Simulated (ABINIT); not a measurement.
# InP (F-43m) in ABINIT: convergence with cutoff

Aim: find how far cutoff must go before the results for InP settle, at BLYP. This setting moves, with any that are tied to it; all else stays.

Program: ABINIT 10.8.3 (patched build). These are calculated values, not measurements. Logs are shortened: lines on timing, memory, paths and dates and some standing lists are left out, and cuts for length are marked. The log counts tension as positive stress, the text compression.

### Step 1. The crystal as given

Symmetry: F-43m, No. 216, cubic system. Conventional cell: a = 5.861 Å, b = 5.861 Å, c = 5.861 Å, α = 90.00°, β = 90.00°, γ = 90.00°. Around In (site symmetry -43m) lie 4 P at 2.54 Å. Around P (site symmetry -43m) lie 4 In at 2.54 Å.

### Step 2. With cutoff 9 Ha

Input file run.abi:

```
# Pseudopotentials
pp_dirpath "./"
pseudos "In.GGA_PBE-JTH_sp.xml, P.GGA_PBE-JTH.xml"

# Structure
acell 3*1.0 Angstrom
rprim
     0.0000000000     2.9305000000     2.9305000000
     2.9305000000     0.0000000000     2.9305000000
     2.9305000000     2.9305000000     0.0000000000
ntypat 2
znucl 49 15
natom 2
typat 1 2
xcart
     0.0000000000     0.0000000000     0.0000000000
     4.3957500000     4.3957500000     4.3957500000 Angstrom

# Plane-wave basis
ecut 9.0
pawecutdg 57.2
pawxcdev 0

# k points
kptopt 1
ngkpt 8 8 8
nshiftk 1
shiftk 0.0 0.0 0.0

# Exchange and correlation
ixc -106131

# Bands and occupations
nband 8
occopt 6
tsmear 0.05 eV

# SCF cycle
nstep 100
tolvrs 1.0e-9

# Output
iomode 3
prtwf 0
prtden 0
prteig 0
prtebands 0
enunit 2
```

Potentials or basis: JTH PAW PBE v2.0 sp.

Launch:

```sh
abinit run.abi > log 2>&1
```

Run time: 6.4 s. Hardware: 1 thread of Arm Neoverse V2, shared host; peak memory 0.12 GiB.

The run converged. Its results:

```
Free energy                                           : -236.8464 eV
Band gap on the k mesh                                : 0.69 eV, direct
Valence electrons inside the program's atomic spheres : In 2.40; P 1.62
```

### Step 3. With cutoff 11 Ha

run.abi, as its differences from that of step 2:

```diff
@@ -19,3 +19,3 @@
 # Plane-wave basis
-ecut 9.0
+ecut 11.0
 pawecutdg 57.2
```

Potentials or basis: JTH PAW PBE v2.0 sp.

Launch:

```sh
abinit run.abi > log 2>&1
```

It took 6.7 s on 1 thread of Arm Neoverse V2, shared host; peak memory 0.12 GiB.

It converged, with:

```yaml
Free_energy: -236.8559 eV
Band_gap_on_the_k_mesh: 0.69 eV, direct
Valence_electrons_inside_the_program's_atomic_spheres: In 2.40; P 1.62
```

### Step 4. With cutoff 13 Ha

run.abi, as its differences from that of step 3:

```diff
@@ -19,3 +19,3 @@
 # Plane-wave basis
-ecut 11.0
+ecut 13.0
 pawecutdg 57.2
```

Launch:

```sh
abinit run.abi > log 2>&1
```

It took 7.7 s on 1 thread of Arm Neoverse V2, shared host; peak memory 0.12 GiB.

It converged, with:

- Free energy: -236.8657 eV
- Band gap on the k mesh: 0.70 eV, direct
- Valence electrons inside the program's atomic spheres: In 2.40; P 1.61

### Step 5. With cutoff 15.5 Ha

run.abi, as its differences from that of step 4:

```diff
@@ -19,3 +19,3 @@
 # Plane-wave basis
-ecut 13.0
+ecut 15.5
 pawecutdg 57.2
```

Launch:

```sh
abinit run.abi > log 2>&1
```

Run time: 9 s. Hardware: 1 thread of Arm Neoverse V2, shared host; peak memory 0.13 GiB.

The run converged. Its results:

```yaml
Free_energy: -236.8745 eV
Band_gap_on_the_k_mesh: 0.70 eV, direct
Valence_electrons_inside_the_program's_atomic_spheres: In 2.40; P 1.61
```

### Step 6. With cutoff 18.5 Ha

run.abi, as its differences from that of step 5:

```diff
@@ -19,3 +19,3 @@
 # Plane-wave basis
-ecut 15.5
+ecut 18.5
 pawecutdg 57.2
```

Potentials or basis: JTH PAW PBE v2.0 sp.

Launch:

```sh
abinit run.abi > log 2>&1
```

Wall time 10 s (1 thread of Arm Neoverse V2, shared host); peak memory 0.13 GiB.

The run converged. Its results:

* Free energy: -236.8797 eV
* Band gap on the k mesh: 0.70 eV, direct
* Valence electrons inside the program's atomic spheres: In 2.40; P 1.61

### Step 7. With cutoff 22 Ha

run.abi, as its differences from that of step 6:

```diff
@@ -19,3 +19,3 @@
 # Plane-wave basis
-ecut 18.5
+ecut 22.0
 pawecutdg 57.2
```

Launch:

```sh
abinit run.abi > log 2>&1
```

Wall time 13 s (1 thread of Arm Neoverse V2, shared host); peak memory 0.14 GiB.

Results (log left out):

```
Free energy                                           : -236.8812 eV
Pressure                                              : 9.1 GPa
Band gap on the k mesh                                : 0.70 eV, direct
Valence electrons inside the program's atomic spheres : In 2.40; P 1.61
```

### Step 8. With cutoff 25.5 Ha

run.abi, as its differences from that of step 7:

```diff
@@ -19,3 +19,3 @@
 # Plane-wave basis
-ecut 22.0
+ecut 25.5
 pawecutdg 57.2
```

Launch:

```sh
abinit run.abi > log 2>&1
```

Run time: 14 s. Hardware: 1 thread of Arm Neoverse V2, shared host; peak memory 0.15 GiB.

It converged, with:

- Free energy: -236.8820 eV
- Pressure: 9.1 GPa
- Band gap on the k mesh: 0.70 eV, direct
- Valence electrons inside the program's atomic spheres: In 2.40; P 1.61

### Step 9. With cutoff 29.5 Ha

run.abi, as its differences from that of step 8:

```diff
@@ -19,3 +19,3 @@
 # Plane-wave basis
-ecut 25.5
+ecut 29.5
 pawecutdg 57.2
```

Potentials or basis: JTH PAW PBE v2.0 sp.

Launch:

```sh
abinit run.abi > log 2>&1
```

Wall time 17 s (1 thread of Arm Neoverse V2, shared host); peak memory 0.16 GiB.

The run converged. Its results:

| Quantity | Value |
| --- | --- |
| Free energy | -236.8827 eV |
| Pressure | 9.1 GPa |
| Band gap on the k mesh | 0.70 eV, direct |
| Valence electrons inside the program's atomic spheres | In 2.40; P 1.61 |

### Step 10. With cutoff 35 Ha

run.abi, as its differences from that of step 9:

```diff
@@ -19,3 +19,3 @@
 # Plane-wave basis
-ecut 29.5
+ecut 35.0
 pawecutdg 57.2
```

Potentials or basis: JTH PAW PBE v2.0 sp.

Launch:

```sh
abinit run.abi > log 2>&1
```

run.abo:

```text
.Version 10.8.3 of ABINIT
 Symmetries : space group F-4 3 m (#216); Bravais cF (face-center cubic)
================================================================================
 Values of the parameters that define the memory need of the present run
     intxc =       0    ionmov =       0      iscf =      17    lmnmax =      13
     lnmax =       5     mgfft =      45  mpssoang =       3    mqgrid =    3001
     natom =       2  nloc_mem =       2    nspden =       1   nspinor =       1
    nsppol =       1      nsym =      24    n1xccc =       1    ntypat =       2
    occopt =       6   xclevel =       2
       mpw =        3380          nfft =       91125          nkpt =          29
 PAW method is used; the additional fine FFT grid is defined by:
   mgfftf=        54    nfftf =    157464
================================================================================
================================================================================

--------------------------------------------------------------------------------
------------- Echo of variables that govern the present computation ------------
--------------------------------------------------------------------------------
 -outvars: echo values of preprocessed input variables --------
            acell      1.8897261259E+00  1.8897261259E+00  1.8897261259E+00 Bohr
              amu      1.14820000E+02  3.09737620E+01
             ecut      3.50000000E+01 Hartree
           enunit           2
              ixc     -106131
         kptrlatt        8    0    0      0    8    0      0    0    8
          kptrlen      6.26535348E+01
            natom           2
            nband           8
            ngfft          45      45      45
          ngfftdg          54      54      54
             nkpt          29
            nstep         100
             nsym          24
           ntypat           2
           occopt           6
        pawecutdg      5.72000000E+01 Hartree
         pawxcdev           0
           prtden           0
[... 178 lines left out ...]
xc                  : -5.91390048275282E+00
Ewald energy        : -8.12335275339701E+00
psp_core            :  6.74319008858976E-01
local_psp           : -4.43895045762634E+00
PAW spherical_terms :  4.72958617705094E+00
internal            : -8.70529795188819E+00
'-kT*entropy'       : -1.79601629240910E-18
total_energy        : -8.70529795188819E+00
total_energy_eV     : -2.36883224955177E+02
...

--- !EnergyTermsDC
iteration_state     : {dtset: 1, }
comment             : '"Double-counting" decomposition of free energy'
band_energy         : -6.69025260902310E-01
Ewald energy        : -8.12335275339701E+00
psp_core            :  6.74319008858976E-01
xc_dc               : -3.36781541926188E+00
PAW spherical_terms :  2.78058050765592E+00
internal            : -8.70529391704630E+00
'-kT*entropy'       : -1.79601629240910E-18
total_energy_dc     : -8.70529391704630E+00
total_energy_dc_eV  : -2.36883115161536E+02
...

--- !EnergyTermsWithPAWCore
iteration_state     : {dtset: 1, }
comment             : 'Components of total free energy, including PAW core contributions'
Total energy        : -6.22457244408358E+03
Total energy DC     : -6.22457244004874E+03
Total energy (eV)   : -1.69379244992048E+05
Total energy DC (eV): -1.69379244882255E+05
...

 Cartesian components of stress tensor (hartree/bohr^3)
  sigma(1 1)= -3.11135867E-04  sigma(3 2)=  0.00000000E+00
  sigma(2 2)= -3.11135867E-04  sigma(3 1)=  0.00000000E+00
  sigma(3 3)= -3.11135867E-04  sigma(2 1)=  0.00000000E+00

-Cartesian components of stress tensor (GPa)         [Pressure=  9.1539E+00 GPa]
- sigma(1 1)= -9.15393325E+00  sigma(3 2)=  0.00000000E+00
- sigma(2 2)= -9.15393325E+00  sigma(3 1)=  0.00000000E+00
- sigma(3 3)= -9.15393325E+00  sigma(2 1)=  0.00000000E+00

== END DATASET(S) ==============================================================
================================================================================

 -outvars: echo values of variables after computation  --------
            acell      1.8897261259E+00  1.8897261259E+00  1.8897261259E+00 Bohr
           etotal     -8.7052939170E+00
            fcart      1.8993219056E-31  1.8993219056E-31 -5.6979657169E-31
                      -1.8993219056E-31 -1.8993219056E-31  5.6979657169E-31
            rprim      0.0000000000E+00  2.9305000000E+00  2.9305000000E+00
                       2.9305000000E+00  0.0000000000E+00  2.9305000000E+00
                       2.9305000000E+00  2.9305000000E+00  0.0000000000E+00
           strten     -3.1113586721E-04 -3.1113586721E-04 -3.1113586721E-04
                       0.0000000000E+00  0.0000000000E+00  0.0000000000E+00
           xangst      0.0000000000E+00  0.0000000000E+00  0.0000000000E+00
                       4.3957500000E+00  4.3957500000E+00  4.3957500000E+00
             xred      0.0000000000E+00  0.0000000000E+00  0.0000000000E+00
                       7.5000000000E-01  7.5000000000E-01  7.5000000000E-01
 Calculation completed.
```

Wall time 22 s (1 thread of Arm Neoverse V2, shared host); peak memory 0.17 GiB.

Results:

| Quantity | Value |
| --- | --- |
| Free energy | -236.8831 eV |
| Pressure | 9.2 GPa |
| Band gap on the k mesh | 0.70 eV, direct |
| Valence electrons inside the program's atomic spheres | In 2.40; P 1.61 |

### Step 11. The series at a glance

```
 cutoff  energy less the tightest run (meV/atom)  gap on the mesh (eV)  SCF cycles  CPU time (s)  peak memory (GiB)
   9 Ha                                    18.36                 0.692          10           6.4               0.12
  11 Ha                                    13.60                 0.694          10           6.7               0.12
  13 Ha                                     8.70                 0.695          10           7.7               0.12
15.5 Ha                                     4.29                 0.696          10             9               0.13
18.5 Ha                                     1.72                 0.696          10            10               0.13
  22 Ha                                     0.98                 0.697          10            13               0.14
25.5 Ha                                     0.57                 0.697          10            14               0.15
29.5 Ha                                     0.19                 0.697          10            17               0.16
  35 Ha                                     0.00                 0.697          10            22               0.17
```

Against the tightest run, the energy stays within 1 meV/atom from 22 Ha on; the gap on the mesh stays within 0.01 eV from 9 Ha on. The tightest run that finished is the yardstick and may itself not be fully converged.

Caveats: the PAW data sets were made with another functional, which shifts forces and pressure a little; spin-orbit coupling is left out, which moves the levels of the heavy elements; this set keeps more shells in the core, which shifts pressures and gaps.
